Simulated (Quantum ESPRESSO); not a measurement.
# Al (Pm-3m) in Quantum ESPRESSO: a series of runs, part 2 of 2

Quantum ESPRESSO 7.5. Earlier steps stand in the parts before.

## Step 3: Energy-loss spectrum, PBEsol

Contents of pw.in:

```
&CONTROL
  calculation = 'scf'
  prefix = 'pwscf'
  outdir = './tmp'
  pseudo_dir = './pseudo'
  tprnfor = .true.
  tstress = .true.
  disk_io = 'low'
/
&SYSTEM
  ibrav = 0
  nat = 1
  ntyp = 1
  ecutwfc = 40
  nbnd = 6
  occupations = 'smearing'
  smearing = 'gaussian'
  degauss = 0.00999582
/
&ELECTRONS
  conv_thr = 2d-10
  electron_maxstep = 120
  mixing_beta = 0.5
/
ATOMIC_SPECIES
Al    26.9815 Al.upf
CELL_PARAMETERS angstrom
   2.7217600000    0.0000000000    0.0000000000
   0.0000000000    2.7217600000    0.0000000000
   0.0000000000    0.0000000000    2.7217600000
ATOMIC_POSITIONS crystal
Al     0.0000000000    0.0000000000    0.0000000000
K_POINTS automatic
10 10 10 0 0 0
```

Contents of scf2.in:

```
&CONTROL
  calculation = 'scf'
  prefix = 'pwscf'
  outdir = './tmp'
  pseudo_dir = './pseudo'
  tprnfor = .true.
  tstress = .true.
  disk_io = 'low'
/
&SYSTEM
  ibrav = 0
  nat = 1
  ntyp = 1
  ecutwfc = 40
  nbnd = 6
  occupations = 'smearing'
  smearing = 'gaussian'
  degauss = 0.00999582
/
&ELECTRONS
  conv_thr = 1d-11
  electron_maxstep = 120
  mixing_beta = 0.5
  startingpot = 'file'
  startingwfc = 'file'
/
ATOMIC_SPECIES
Al    26.9815 Al.upf
CELL_PARAMETERS angstrom
   2.7217600000    0.0000000000    0.0000000000
   0.0000000000    2.7217600000    0.0000000000
   0.0000000000    0.0000000000    2.7217600000
ATOMIC_POSITIONS crystal
Al     0.0000000000    0.0000000000    0.0000000000
K_POINTS automatic
10 10 10 0 0 0
```

Contents of eels.in:

```
&LR_INPUT
  prefix = 'pwscf'
  outdir = './tmp'
  restart_step = 5000
  restart = .false.
/
&LR_CONTROL
  calculator = 'lanczos'
  approximation = 'TDDFT'
  q1 = 0.1250487445
  q2 = 0.1250487445
  q3 = 0.1250487445
  itermax = 200
/
```

Contents of spectrum.in:

```
&LR_INPUT
  prefix = 'pwscf'
  outdir = './tmp'
  eels = .true.
  itermax0 = 200
  itermax = 20000
  extrapolation = 'osc'
  epsil = 0.02
  units = 1
  start = 0
  end = 40
  increment = 0.2
/
```

Contents of spectrum_short.in:

```
&LR_INPUT
  prefix = 'pwscf'
  outdir = './tmp'
  eels = .true.
  itermax0 = 132
  itermax = 20000
  extrapolation = 'osc'
  epsil = 0.02
  units = 1
  start = 0
  end = 40
  increment = 0.2
/
```

Potentials or basis: PseudoDojo 0.4 SR PBEsol stringent.

Launch:

```console
OMP_NUM_THREADS=1 pw.x -in pw.in > pw.out
OMP_NUM_THREADS=1 pw.x -in scf2.in > scf2.out
OMP_NUM_THREADS=1 turbo_eels.x -in eels.in > eels.out
OMP_NUM_THREADS=1 turbo_spectrum.x -in spectrum.in > spectrum.out
OMP_NUM_THREADS=1 turbo_spectrum.x -in spectrum_short.in > spectrum_short.out
```

pw.out:

```text
This program is part of the open-source Quantum ESPRESSO suite
     for quantum simulation of materials; please cite
[... 9 lines left out ...]
     --------------------
     sticks:   dense  smooth     PW     G-vecs:    dense   smooth      PW
     Sum         341     341    113                 4697     4697     925

     Using Slab Decomposition

     bravais-lattice index     =            0
     lattice parameter (alat)  =       5.1434  a.u.
     unit-cell volume          =     136.0649 (a.u.)^3
     number of atoms/cell      =            1
     number of atomic types    =            1
     number of electrons       =         3.00
     number of Kohn-Sham states=            6
     kinetic-energy cutoff     =      40.0000  Ry
     charge density cutoff     =     160.0000  Ry
     scf convergence threshold =      2.0E-10
     mixing beta               =       0.5000
     number of iterations used =            8  plain     mixing
     Exchange-correlation= PBESOL
                           (   1   4  10   8   0   0   0)

     celldm(1)=   5.143381  celldm(2)=   0.000000  celldm(3)=   0.000000
     celldm(4)=   0.000000  celldm(5)=   0.000000  celldm(6)=   0.000000

     crystal axes: (cart. coord. in units of alat)
               a(1) = (   1.000000   0.000000   0.000000 )
               a(2) = (   0.000000   1.000000   0.000000 )
               a(3) = (   0.000000   0.000000   1.000000 )

     reciprocal axes: (cart. coord. in units 2 pi/alat)
               b(1) = (  1.000000  0.000000  0.000000 )
               b(2) = (  0.000000  1.000000  0.000000 )
               b(3) = (  0.000000  0.000000  1.000000 )

     PseudoPot. # 1 for Al read from file:
     Al.upf
     Pseudo is Norm-conserving + core correction, Zval =  3.0
     Generated using ONCVPSP code by D. R. Hamann
     Using radial grid of 1876 points,  6 beta functions with:
                l(1) =   0
                l(2) =   0
                l(3) =   1
                l(4) =   1
                l(5) =   2
                l(6) =   2

     atomic species   valence    mass     pseudopotential
     Al                3.00    26.98150     Al( 1.00)

     48 Sym. Ops., with inversion, found

   Cartesian axes

     site n.     atom                  positions (alat units)
         1        Al     tau(   1) = (   0.0000000   0.0000000   0.0000000  )

     number of k points=    56  Gaussian smearing, width (Ry)=  0.0100
                       cart. coord. in units 2pi/alat
        k(    1) = (   0.0000000   0.0000000   0.0000000), wk =   0.0020000
        k(    2) = (   0.0000000   0.0000000   0.1000000), wk =   0.0120000
        k(    3) = (   0.0000000   0.0000000   0.2000000), wk =   0.0120000
        k(    4) = (   0.0000000   0.0000000   0.3000000), wk =   0.0120000
        k(    5) = (   0.0000000   0.0000000   0.4000000), wk =   0.0120000
        k(    6) = (   0.0000000   0.0000000  -0.5000000), wk =   0.0060000
[... 48 lines left out ...]
        k(   55) = (   0.4000000  -0.5000000  -0.5000000), wk =   0.0120000
        k(   56) = (  -0.5000000  -0.5000000  -0.5000000), wk =   0.0020000

     Dense  grid:     4697 G-vectors     FFT dimensions: (  24,  24,  24)

     Initial potential from superposition of free atoms

     starting charge       2.9977, renormalised to       3.0000
     Starting wfcs are    4 randomized atomic wfcs +    2 random wfcs

     Self-consistent Calculation

     iteration #  1     ecut=    40.00 Ry     beta= 0.50
     Davidson diagonalization with overlap
     ethr =  1.00E-02,  avg # of iterations =  7.1

     Threshold (ethr) on eigenvalues was too large:
     Diagonalizing with lowered threshold

     Davidson diagonalization with overlap
     ethr =  9.36E-05,  avg # of iterations =  4.3

     total energy              =      -4.61025142 Ry
     estimated scf accuracy    <       0.00267367 Ry

     iteration #  2     ecut=    40.00 Ry     beta= 0.50
     Davidson diagonalization with overlap
     ethr =  8.91E-05,  avg # of iterations =  1.2

     total energy              =      -4.61016164 Ry
     estimated scf accuracy    <       0.00055567 Ry

     iteration #  3     ecut=    40.00 Ry     beta= 0.50
     Davidson diagonalization with overlap
     ethr =  1.85E-05,  avg # of iterations =  1.3

     total energy              =      -4.61018937 Ry
     estimated scf accuracy    <       0.00000614 Ry

     iteration #  4     ecut=    40.00 Ry     beta= 0.50
     Davidson diagonalization with overlap
     c_bands:  1 eigenvalues not converged
     c_bands:  1 eigenvalues not converged
     ethr =  2.05E-07,  avg # of iterations =  3.8

     total energy              =      -4.61019068 Ry
     estimated scf accuracy    <          4.6E-09 Ry

     iteration #  5     ecut=    40.00 Ry     beta= 0.50
     Davidson diagonalization with overlap
     c_bands:  1 eigenvalues not converged
     ethr =  1.55E-10,  avg # of iterations =  4.1

     total energy              =      -4.61019073 Ry
     estimated scf accuracy    <          5.7E-10 Ry

     iteration #  6     ecut=    40.00 Ry     beta= 0.50
     Davidson diagonalization with overlap
     ethr =  1.91E-11,  avg # of iterations =  1.1

     End of self-consistent calculation

          k = 0.0000 0.0000 0.0000 (   587 PWs)   bands (ev):

    -4.0102  13.5460  13.5460  14.6368  14.6368  14.6368

          k = 0.0000 0.0000 0.1000 (   583 PWs)   bands (ev):

    -3.8128  11.0512  13.7115  14.8026  14.8026  16.7215

          k = 0.0000 0.0000 0.2000 (   582 PWs)   bands (ev):

    -3.2234   8.1388  14.1918  15.2985  15.2985  18.4252

          k = 0.0000 0.0000 0.3000 (   586 PWs)   bands (ev):

    -2.2505   5.4407  14.9223  16.1177  16.1177  19.7491

          k = 0.0000 0.0000 0.4000 (   586 PWs)   bands (ev):
[... 51 lines left out ...]
          k = 0.0000 0.3000-0.5000 (   576 PWs)   bands (ev):

     2.1004   3.0529   9.4222  11.1821  19.5025  21.0934

          k = 0.0000 0.4000 0.4000 (   570 PWs)   bands (ev):

     2.1227   5.3575   6.6737  10.2122  19.6867  22.3403

          k = 0.0000 0.4000-0.5000 (   568 PWs)   bands (ev):

     3.4374   4.1966   7.1410   8.8932  20.5611  21.8964

          k = 0.0000-0.5000-0.5000 (   576 PWs)   bands (ev):

     4.9957   4.9957   5.2632   7.7115  21.6594  22.2978

          k = 0.1000 0.1000 0.1000 (   579 PWs)   bands (ev):

    -3.4188  10.9510  10.9510  13.3995  18.2502  18.2502

          k = 0.1000 0.1000 0.2000 (   577 PWs)   bands (ev):

    -2.8305   8.4213  11.4562  13.5288  18.6718  20.4400

          k = 0.1000 0.1000 0.3000 (   575 PWs)   bands (ev):

    -1.8596   5.7877  12.2633  14.3464  19.1124  20.7060

          k = 0.1000 0.1000 0.4000 (   585 PWs)   bands (ev):

    -0.5323   3.4247  13.2465  15.5554  18.1798  18.9322
[... 29 lines left out ...]
          k = 0.1000 0.3000-0.5000 (   590 PWs)   bands (ev):

     2.2926   3.2341   9.5511  11.3641  17.4367  18.6191

          k = 0.1000 0.4000 0.4000 (   581 PWs)   bands (ev):

     2.3117   5.5335   6.8461  10.3825  17.5164  20.4852

          k = 0.1000 0.4000-0.5000 (   578 PWs)   bands (ev):

     3.6251   4.3759   7.3073   9.0780  18.5563  19.5765

          k = 0.1000-0.5000-0.5000 (   576 PWs)   bands (ev):

     5.1720   5.1720   5.4482   7.8995  19.9530  20.1147

          k = 0.2000 0.2000 0.2000 (   573 PWs)   bands (ev):

    -1.6597   8.9429   8.9429  11.7165  20.3577  20.3577

          k = 0.2000 0.2000 0.3000 (   585 PWs)   bands (ev):

    -0.6951   6.7748   9.7741  12.0902  17.7996  18.8232

          k = 0.2000 0.2000 0.4000 (   584 PWs)   bands (ev):

     0.6246   4.5049  10.8137  13.2480  15.6850  16.7252

          k = 0.2000 0.2000-0.5000 (   584 PWs)   bands (ev):

     1.9069   2.8907  11.4813  14.6557  14.6968  14.9555
[... 9 lines left out ...]
          k = 0.2000 0.3000-0.5000 (   584 PWs)   bands (ev):

     2.8658   3.7735   9.8506  11.9025  14.8712  15.5211

          k = 0.2000 0.4000 0.4000 (   585 PWs)   bands (ev):

     2.8753   6.0575   7.3379  10.8674  14.7195  17.5097

          k = 0.2000 0.4000-0.5000 (   582 PWs)   bands (ev):

     4.1836   4.9094   7.7844   9.6251  15.8299  16.5375

          k = 0.2000-0.5000-0.5000 (   580 PWs)   bands (ev):

     5.6969   5.6969   5.9905   8.4562  17.1366  17.4764

          k = 0.3000 0.3000 0.3000 (   588 PWs)   bands (ev):

     1.2155   7.9845   7.9845  10.8410  15.9586  15.9587

          k = 0.3000 0.3000 0.4000 (   584 PWs)   bands (ev):

     2.5170   6.2065   9.0577  11.5412  13.7825  14.8033

          k = 0.3000 0.3000-0.5000 (   582 PWs)   bands (ev):

     3.8084   4.6510   9.7742  12.6968  12.8330  13.2262

          k = 0.3000 0.4000 0.4000 (   582 PWs)   bands (ev):

     3.8012   6.9098   7.9994  11.3815  12.5926  14.8315

          k = 0.3000 0.4000-0.5000 (   588 PWs)   bands (ev):

     5.0968   5.7768   8.4558  10.5017  13.4440  13.8178

          k = 0.3000-0.5000-0.5000 (   588 PWs)   bands (ev):

     6.5515   6.5515   6.8396   9.3481  14.4539  14.4539

          k = 0.4000 0.4000 0.4000 (   588 PWs)   bands (ev):

     5.0567   8.0021   8.0021  10.9555  12.6308  12.6308

          k = 0.4000 0.4000-0.5000 (   590 PWs)   bands (ev):

     6.3245   6.8884   8.7499  11.5121  11.6513  12.0496

          k = 0.4000-0.5000-0.5000 (   588 PWs)   bands (ev):

     7.6501   7.6501   7.8372  10.4430  12.2462  12.2462

          k =-0.5000-0.5000-0.5000 (   624 PWs)   bands (ev):

     8.4087   8.4087   8.4087  11.1160  11.1160  12.3990

     the Fermi energy is     5.5510 ev

!    total energy              =      -4.61019073 Ry
     estimated scf accuracy    <          2.6E-11 Ry
     smearing contrib. (-TS)   =      -0.00036233 Ry
     internal energy E=F+TS    =      -4.60982840 Ry

     The total energy is F=E-TS. E is the sum of the following terms:
     one-electron contribution =       2.40985546 Ry
     hartree contribution      =       0.03209635 Ry
     xc contribution           =      -2.08701527 Ry
     ewald contribution        =      -4.96476495 Ry

     convergence has been achieved in   6 iterations

     Forces acting on atoms (cartesian axes, Ry/au):

     atom    1 type  1   force =     0.00000000    0.00000000    0.00000000

     Total force =     0.000000     Total SCF correction =     0.000000

     Computing stress (Cartesian axis) and pressure

          total   stress  (Ry/bohr**3)                   (kbar)     P=      -10.56
  -0.00007176   0.00000000   0.00000000          -10.56        0.00        0.00
   0.00000000  -0.00007176   0.00000000            0.00      -10.56        0.00
   0.00000000   0.00000000  -0.00007176            0.00        0.00      -10.56

=------------------------------------------------------------------------------=
   JOB DONE.
=------------------------------------------------------------------------------=
```

Wall time 43 s (1 thread of Arm Neoverse V2, shared host); peak memory 0.16 GiB.

What came out:

- Free energy: -62.7248 eV
- Pressure: -1.1 GPa
- Band gap on the k mesh: none (metal or under the smearing width)
- Peak of the energy-loss function: 14.4 eV

Energy-loss function at q = [0.28868, 0.28868, 0.28868] (Å⁻¹, cartesian):
| energy (eV) | loss |
| --- | --- |
| 0.0 | 0.000 |
| 1.8 | 0.008 |
| 3.4 | 0.031 |
| 5.2 | 0.063 |
| 7.0 | 0.112 |
| 8.6 | 0.178 |
| 10.4 | 0.327 |
| 12.2 | 0.877 |
| 13.8 | 5.061 |
| 15.6 | 2.421 |
| 17.4 | 0.508 |
| 19.0 | 0.233 |
| 20.8 | 0.124 |
| 22.4 | 0.080 |
| 24.2 | 0.055 |
| 26.0 | 0.041 |
| 27.6 | 0.031 |
| 29.4 | 0.020 |
| 31.2 | 0.013 |
| 32.8 | 0.011 |
| 34.6 | 0.011 |
| 36.4 | 0.014 |
| 38.0 | 0.018 |
| 39.8 | 0.019 |

Caveat: the Lanczos chain is short for so many electrons, so humps in the spectrum may be artefacts.
